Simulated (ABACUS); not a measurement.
# AlCo (Pm-3m) in ABACUS: reference runs

Aim: a first look at AlCo with PBEsol, on the cell as given and on a disturbed one.

Program: ABACUS 3.10.1. These are calculated values, not measurements. Logs are shortened: lines on timing, memory, paths and dates and some standing lists are left out, and cuts for length are marked.

### Step 1. Starting point

Symmetry: Pm-3m, No. 221, cubic system. The conventional cell has a = 2.819 Å, b = 2.819 Å, c = 2.819 Å, α = 90.00°, β = 90.00°, γ = 90.00°. Co (site symmetry m-3m) is surrounded by 8 Al at 2.44 Å. Around Al (site symmetry m-3m) lie 8 Co at 2.44 Å.

The cell is a database's computed one.

### Step 2. Single point, PBEsol, collinear spin, ferromagnetic start

INPUT

```
INPUT_PARAMETERS
suffix              AlCo
calculation         scf
basis_type          pw
pseudo_dir          ./
symmetry            1
dft_functional      pbesol
ecutwfc             97
pseudo_rcut         7
nspin               2
nbands              15
ks_solver           dav
smearing_method     fd
smearing_sigma      0.00367493
scf_thr             1e-08
scf_nmax            100
mixing_type         broyden
mixing_beta         0.4
cal_force           1
cal_stress          1
out_chg             1
out_pot             2
out_elf             1
```

STRU

```
ATOMIC_SPECIES
Co 58.9332 Co.upf
Al 26.9815 Al.upf

LATTICE_CONSTANT
1.8897261246

LATTICE_VECTORS
2.8194032100 0.0000000000 0.0000000000
0.0000000000 2.8194032100 0.0000000000
0.0000000000 0.0000000000 2.8194032100

ATOMIC_POSITIONS
Direct

Co
0.0
1
0.5000000000 0.5000000000 0.5000000000 1 1 1 mag 2

Al
0.0
1
0.0000000000 0.0000000000 0.0000000000 1 1 1 mag 0
```

KPT

```
K_POINTS
0
Gamma
9 9 9 0 0 0
```

Potentials or basis: PseudoDojo NC SR 0.4.1 PBEsol standard, plane waves.

Launch:

```
$ OMP_NUM_THREADS=1 mpirun -np 4 abacus > log
```

running log:

```text
ABACUS v3.10.1

               Atomic-orbital Based Ab-initio Computation at UStc

 ------------------------------------------------------------------------------------

 READING GENERAL INFORMATION
                           global_out_dir = OUT.AlCo/
                           global_in_card = INPUT
                               pseudo_dir = ./
                              orbital_dir =
                                    DSIZE = 4
                                    GSIZE = 1

 READING UNITCELL INFORMATION
                                    ntype = 2
                  lattice constant (Bohr) = 1.88973
              lattice constant (Angstrom) = 1

 READING ATOM TYPE 1
                               atom label = Co
                      L=0, number of zeta = 1
                      L=1, number of zeta = 1
                      L=2, number of zeta = 1
             number of atom for this type = 1
               magnetization of element 1 = 2

 READING ATOM TYPE 2
                               atom label = Al
                      L=0, number of zeta = 1
                      L=1, number of zeta = 1
                      L=2, number of zeta = 1
             number of atom for this type = 1
               magnetization of element 2 = 0

                        TOTAL ATOM NUMBER = 2
DIRECT COORDINATES
    atom                   x                   y                   z     mag                  vx                  vy                  vz
taud_Co1            0.5000000000        0.5000000000        0.5000000000  2.0000        0.0000000000        0.0000000000        0.0000000000
taud_Al1            0.0000000000        0.0000000000        0.0000000000  0.0000        0.0000000000        0.0000000000        0.0000000000

                          Volume (Bohr^3) = 151.241
                             Volume (A^3) = 22.4115

 Lattice vectors: (Cartesian coordinate: in unit of a_0)
              +2.8194                  +0                  +0
                   +0             +2.8194                  +0
                   +0                  +0             +2.8194
 Reciprocal vectors: (Cartesian coordinate: in unit of 2 pi/a_0)
            +0.354685                  -0                  +0
                   -0           +0.354685                  -0
                   +0                  -0           +0.354685
 The esolver type has been set to : ksdft_pw

                PAO radial cut off (Bohr) = 7

 Read in pseudopotential file is Co.upf
                     pseudopotential type = NC
          exchange-correlation functional = PBESOL
                 nonlocal core correction = 1
                        valence electrons = 17
                                     lmax = 2
                           number of zeta = 4
                     number of projectors = 6
                           L of projector = 0
[... 5 lines left out ...]
                PAO radial cut off (Bohr) = 7

 Read in pseudopotential file is Al.upf
                     pseudopotential type = NC
          exchange-correlation functional = PBESOL
                 nonlocal core correction = 1
                        valence electrons = 3
                                     lmax = 2
                           number of zeta = 2
                     number of projectors = 6
                           L of projector = 0
                           L of projector = 0
                           L of projector = 1
                           L of projector = 1
                           L of projector = 2
                           L of projector = 2
     initial pseudo atomic orbital number = 14
 The readin total magnetization is 2

 SETUP THE ELECTRONS NUMBER
            electron number of element Co = 17
      total electron number of element Co = 17
            electron number of element Al = 3
      total electron number of element Al = 3
            AUTOSET number of electrons:  = 20
                           occupied bands = 10
                                   NBANDS = 15
                                   NLOCAL = 18

%%%%%%%%%%%%%%%%%%%%%%%%%%%%%%%%%%%%%%%%%%%%%%%%%%%%%%%%%%%%%%%%%%%%%%%%%%%%%%%%%%%%%%%%%%%%%%%%%%%%%%%%%%
 Warning: the number of valence electrons in pseudopotential > 9 for Co: [Ar] 3d7 4s2
 Pseudopotentials with additional electrons can yield (more) accurate outcomes, but may be less efficient.
 If you're confident that your chosen pseudopotential is appropriate, you can safely ignore this warning.
%%%%%%%%%%%%%%%%%%%%%%%%%%%%%%%%%%%%%%%%%%%%%%%%%%%%%%%%%%%%%%%%%%%%%%%%%%%%%%%%%%%%%%%%%%%%%%%%%%%%%%%%%%

 SETUP THE PLANE WAVE BASIS
 energy cutoff for charge/potential (unit:Ry) = 388
            fft grid for charge/potential = [ 36, 36, 36 ]
                        fft grid division = [ 1, 1, 1 ]
        big fft grid for charge/potential = [ 36, 36, 36 ]
[... 80 lines left out ...]
       5  0.44444444  0.00000000  0.00000000  0.0082       4
       6  0.11111111  0.11111111  0.00000000  0.0165      10
[... 22 lines left out ...]
      29  0.33333333  0.33333333  0.22222222  0.0329     192
      30  0.44444444  0.33333333  0.22222222  0.0658     193
[... 5 further k points ...]

                               nkstot now = 35
[... K-POINTS DIRECT COORDINATES: 35 rows ...]

           k-point number in this process = 35
       minimum distributed K point number = 35
[... stars of the k points ...]
                             nks(nspin=2) = 70
                          nkstot(nspin=2) = 70

[... K-POINTS CARTESIAN COORDINATES: 70 rows ...]

[... K-POINTS DIRECT COORDINATES: 70 rows ...]

 SETUP PLANE WAVES FOR WAVE FUNCTIONS
     energy cutoff for wavefunc (unit:Ry) = 97
              fft grid for wave functions = [ 36, 36, 36 ]
                    number of plane waves = 3191
                         number of sticks = 261

 PARALLEL PW FOR WAVE FUNCTIONS
     PROC   COLUMNS(POT)             PW
        1             65            797
        2             65            799
        3             66            798
        4             65            797
 --------------- sum -------------------
        4            261           3191

 SETUP NONLOCAL PSEUDOPOTENTIALS IN PLANE WAVE BASIS
 Co non-local projectors:
 projector 1 L=0
 projector 2 L=0
 projector 3 L=1
 projector 4 L=1
 projector 5 L=2
 projector 6 L=2
 Al non-local projectors:
 projector 1 L=0
 projector 2 L=0
 projector 3 L=1
 projector 4 L=1
 projector 5 L=2
 projector 6 L=2
      TOTAL NUMBER OF NONLOCAL PROJECTORS = 36

 Init Non-Local PseudoPotential table :
 Init Non-Local-Pseudopotential done.

                                     npwx = 622

 Make real space PAO into reciprocal space.
       max mesh points in Pseudopotential = 701
     dq(describe PAO in reciprocal space) = 0.01
                                    max q = 1186

 number of pseudo atomic orbitals for Co is 4
WARNING: norm of atomic wavefunction # 3 of atomic type Co is 0.999987, renormalized
WARNING: norm of atomic wavefunction # 4 of atomic type Co is 0.99734, renormalized

 number of pseudo atomic orbitals for Al is 2
WARNING: norm of atomic wavefunction # 1 of atomic type Al is 0.99922, renormalized
WARNING: norm of atomic wavefunction # 2 of atomic type Al is 0.98516, renormalized

 -------------------------------------------
 SELF-CONSISTENT
 -------------------------------------------
                                 init_chg = atomic

 PW ALGORITHM --------------- ION=   1  ELEC=   1--------------------------------
 Notice: Threshold on eigenvalues was too large.
 hsover_error=0.2 > DRHO=0.137177
 Origin diag ethr = 0.01
 New diag ethr = 0.000685885
          total magnetism (Bohr mag/cell) = 0.61372
       absolute magnetism (Bohr mag/cell) = 0.874901
                        nelec for spin up = 10.3069
                      nelec for spin down = 9.69314

 Density error is 0.136625803434
                          Error Threshold = 0.000685885160866
----------------------------------------------------------
     Energy           Rydberg                 eV
----------------------------------------------------------
 E_KohnSham     -310.3515305364      -4222.5491983161
 E_Harris       -305.8181014112      -4160.8687307337
 E_Fermi        1.0626922289         14.4586695330
----------------------------------------------------------
[... 135 lines left out ...]
 Density error is 4.36923376758e-09
                          Error Threshold = 2.35265696826e-10
----------------------------------------------------------
     Energy           Rydberg                 eV
----------------------------------------------------------
 E_KohnSham     -310.3881238067      -4223.0470753004
 E_KS(sigma->0) -310.3879641361      -4223.0449028707
 E_Harris       -310.3882928263      -4223.0493749303
 E_band         -19.9133272073       -270.9347161573
 E_one_elec     -181.1102679644      -2464.1316106231
 E_Hartree      102.7851178080       1398.4632717907
 E_xc           -58.0143172657       -789.3252803930
 E_Ewald        -174.0483370435      -2368.0491112156
 E_entropy(-TS) -0.0003193412        -0.0043448593
 E_descf        0.0000000000         0.0000000000
 E_exx          0.0000000000         0.0000000000
 E_Fermi        1.1109362040         15.1150624894
----------------------------------------------------------

 charge density convergence is achieved
 final etot is -4223.0470753 eV
 EFERMI = 15.115062489 eV
The vacuum level is -0.17536805303 eV

 STATE ENERGY(eV) AND OCCUPATIONS    NSPIN == 2
SPIN UP :
 1/35 kpoint (Cartesian) = 0.0000 0.0000 0.0000 (622 pws)
       1       -79.3783     0.00137174
       2       -42.7935     0.00137174
       3       -42.7935     0.00137174
       4       -42.7935     0.00137174
       5        3.83102     0.00137174
       6        11.9913     0.00137174
       7        11.9913     0.00137174
       8        14.3169     0.00137174
       9        14.3169     0.00137174
      10        14.3169     0.00137174
      11        21.2411    8.45580e-57
      12        21.2411    8.45580e-57
      13        21.2411    8.45580e-57
      14        24.0351    4.55725e-81
      15        24.0351    4.55725e-81
[... 71 lines left out ...]
       2       -42.7990      0.0164609
       3       -42.7986      0.0164609
       4       -42.7926      0.0164609
       5        4.30754      0.0164609
       6        12.0063      0.0164609
       7        12.0695      0.0164609
       8        14.0389      0.0164609
       9        14.1743      0.0164609
      10        14.2340      0.0164609
      11        19.4027    9.42587e-40
      12        20.0763    1.32900e-45
      13        21.8997    1.93254e-61
      14        24.8039    1.14905e-86
      15        26.6245        0.00000

[... levels at 64 further k points ...]

------------------------------------------------------------------------------------------
 TOTAL-FORCE (eV/Angstrom)
------------------------------------------------------------------------------------------
                       Co1         0.0000000000         0.0000000000         0.0000000000
                       Al1         0.0000000000         0.0000000000         0.0000000000
------------------------------------------------------------------------------------------

----------------------------------------------------------------
 TOTAL-STRESS (KBAR)
----------------------------------------------------------------
         6.7345593340         0.0000000000        -0.0000000000
        -0.0000000000         6.7345593340        -0.0000000000
        -0.0000000000        -0.0000000000         6.7345593340
----------------------------------------------------------------
 TOTAL-PRESSURE: 6.734559 KBAR

 --------------------------------------------
 !FINAL_ETOT_IS -4223.0470753003819482 eV
 --------------------------------------------
```

Run time: 18 s. Hardware: 4 MPI ranks of Intel Xeon Platinum 8375C at 2.90GHz (Ice Lake), shared host; peak memory 0.28 GiB.

Results:

```yaml
Free_energy: -4223.0471 eV
Pressure: 0.7 GPa
Band_gap_on_the_k_mesh: none (metal or under the smearing width)
Net_moment: 0.00 μB per cell
Absolute_moment: 0.00 μB per cell
```

Caveat: the starting moments collapsed, and a magnetic state may lie lower.

### Step 3. Single point, PBEsol, collinear spin, ferromagnetic start (atoms moved at random, drawn with an rms of 0.05 Å)

INPUT: that of step 2 with these lines changed.

```diff
@@ -20,4 +20,2 @@
 cal_stress          1
-out_chg             1
-out_pot             2
-out_elf             1
+kpar                4
```

STRU: that of step 2 with these lines changed.

```diff
@@ -18,3 +18,3 @@
 1
-0.5000000000 0.5000000000 0.5000000000 1 1 1 mag 2
+0.5188250000 0.4935050000 0.4987670000 1 1 1 mag 2
 
@@ -23,2 +23,2 @@
 1
-0.0000000000 0.0000000000 0.0000000000 1 1 1 mag 0
+-0.0089450000 -0.0064180000 -0.0021340000 1 1 1 mag 0
```

KPT is that of step 2.

Potentials or basis: PseudoDojo NC SR 0.4.1 PBEsol standard, plane waves.

Launch:

```
$ OMP_NUM_THREADS=1 mpirun -np 4 abacus > log
```

running log:

```text
ABACUS v3.10.1

               Atomic-orbital Based Ab-initio Computation at UStc

 ------------------------------------------------------------------------------------

 READING GENERAL INFORMATION
                           global_out_dir = OUT.AlCo/
                           global_in_card = INPUT
                               pseudo_dir = ./
                              orbital_dir =
                                    DSIZE = 4
                                    GSIZE = 1

 READING UNITCELL INFORMATION
                                    ntype = 2
                  lattice constant (Bohr) = 1.88973
              lattice constant (Angstrom) = 1

 READING ATOM TYPE 1
                               atom label = Co
                      L=0, number of zeta = 1
                      L=1, number of zeta = 1
                      L=2, number of zeta = 1
             number of atom for this type = 1
               magnetization of element 1 = 2

 READING ATOM TYPE 2
                               atom label = Al
                      L=0, number of zeta = 1
                      L=1, number of zeta = 1
                      L=2, number of zeta = 1
             number of atom for this type = 1
               magnetization of element 2 = 0

                        TOTAL ATOM NUMBER = 2
DIRECT COORDINATES
    atom                   x                   y                   z     mag                  vx                  vy                  vz
taud_Co1            0.5188250000        0.4935050000        0.4987670000  2.0000        0.0000000000        0.0000000000        0.0000000000
taud_Al1            0.9910550000        0.9935820000        0.9978660000  0.0000        0.0000000000        0.0000000000        0.0000000000

                          Volume (Bohr^3) = 151.241
                             Volume (A^3) = 22.4115

 Lattice vectors: (Cartesian coordinate: in unit of a_0)
              +2.8194                  +0                  +0
                   +0             +2.8194                  +0
                   +0                  +0             +2.8194
 Reciprocal vectors: (Cartesian coordinate: in unit of 2 pi/a_0)
            +0.354685                  -0                  +0
                   -0           +0.354685                  -0
                   +0                  -0           +0.354685
 The esolver type has been set to : ksdft_pw

                PAO radial cut off (Bohr) = 7

[... 242 lines left out ...]
----------------------------------------------------------
[... 135 lines left out ...]
 Density error is 4.6329226109e-09
                          Error Threshold = 2.38595505579e-10
----------------------------------------------------------
     Energy           Rydberg                 eV
----------------------------------------------------------
 E_KohnSham     -310.3863153860      -4223.0224704749
 E_KS(sigma->0) -310.3861559763      -4223.0203015940
 E_Harris       -310.3864937847      -4223.0248977140
 E_band         -19.9176666528       -270.9937573428
 E_one_elec     -181.1625012704      -2464.8422812092
 E_Hartree      102.8103944335       1398.8071779233
 E_xc           -58.0164360531       -789.3541079744
 E_Ewald        -174.0174536766      -2367.6289214528
 E_entropy(-TS) -0.0003188195        -0.0043377618
 E_descf        0.0000000000         0.0000000000
 E_exx          0.0000000000         0.0000000000
 E_Fermi        1.1107466690         15.1124837330
----------------------------------------------------------

 charge density convergence is achieved
 final etot is -4223.0224705 eV
 EFERMI = 15.112483733 eV

 STATE ENERGY(eV) AND OCCUPATIONS    NSPIN == 2
SPIN UP :
 1/92 kpoint (Cartesian) = 0.0000 0.0000 0.0000 (2469 pws)
       1       -79.3801     0.00137174
       2       -42.7971     0.00137174
       3       -42.7971     0.00137174
       4       -42.7932     0.00137174
       5        3.83227     0.00137174
       6        11.9800     0.00137174
       7        11.9886     0.00137174
       8        14.3061     0.00137174
       9        14.3140     0.00137174
      10        14.3140     0.00137174
      11        21.2422    7.86389e-57
      12        21.2440    7.57360e-57
      13        21.2443    7.52583e-57
      14        24.0441    3.61644e-81
      15        24.0521    3.07938e-81
[... 71 lines left out ...]
       2       -42.8029     0.00274348
       3       -42.7966     0.00274348
       4       -42.7927     0.00274348
       5        4.07159     0.00274348
       6        11.9551     0.00274348
       7        12.0531     0.00274348
       8        14.1762     0.00274348
       9        14.1853     0.00274348
      10        14.3281     0.00274348
      11        19.4441    6.51638e-41
      12        21.5762    1.97269e-59
      13        21.5858    1.62856e-59
      14        24.0112    1.39541e-80
      15        25.6536        0.00000

[... levels at 178 further k points ...]

------------------------------------------------------------------------------------------
 TOTAL-FORCE (eV/Angstrom)
------------------------------------------------------------------------------------------
                       Co1        -0.6265580783         0.0017689540        -0.0207312513
                       Al1         0.6265580783        -0.0017689540         0.0207312513
------------------------------------------------------------------------------------------

----------------------------------------------------------------
 TOTAL-STRESS (KBAR)
----------------------------------------------------------------
         9.0888390820        -0.0311837612         0.3650615341
        -0.0311837612        12.9753131115        -0.0011931355
         0.3650615341        -0.0011931355        12.9710662810
----------------------------------------------------------------
 TOTAL-PRESSURE: 11.678406 KBAR

 --------------------------------------------
 !FINAL_ETOT_IS -4223.0224704749234661 eV
 --------------------------------------------
```

It took 2.7 min on 4 MPI ranks of Intel Xeon Platinum 8375C at 2.90GHz (Ice Lake), shared host; peak memory 0.8 GiB.

What came out:

```yaml
Free_energy: -4223.0225 eV
Pressure: 1.2 GPa
Largest_force: 0.627 eV/Å
Band_gap_on_the_k_mesh: none (metal or under the smearing width)
Net_moment: 0.00 μB per cell
Absolute_moment: 0.00 μB per cell
```

Forces on the atoms (eV/Å):
```
Co  -0.627  0.002 -0.021
Al   0.627 -0.002  0.021
```

Levels at points of the mesh, in eV from the Fermi level:
Spin up:
| k point | band 7 | band 8 | band 9 | band 10 | band 11 |
| --- | --- | --- | --- | --- | --- |
| (0.00, 0.00, 0.00) | -3.12 | -0.81 | -0.80 | -0.80 | 6.13 |
Spin down:
```
           k point  band 6  band 7  band 8  band 9  band 10  band 11
(0.00, 0.00, 0.00)   -3.13   -3.12   -0.81   -0.80    -0.80     6.13
```

Caveat: the starting moments collapsed, and a magnetic state may lie lower.
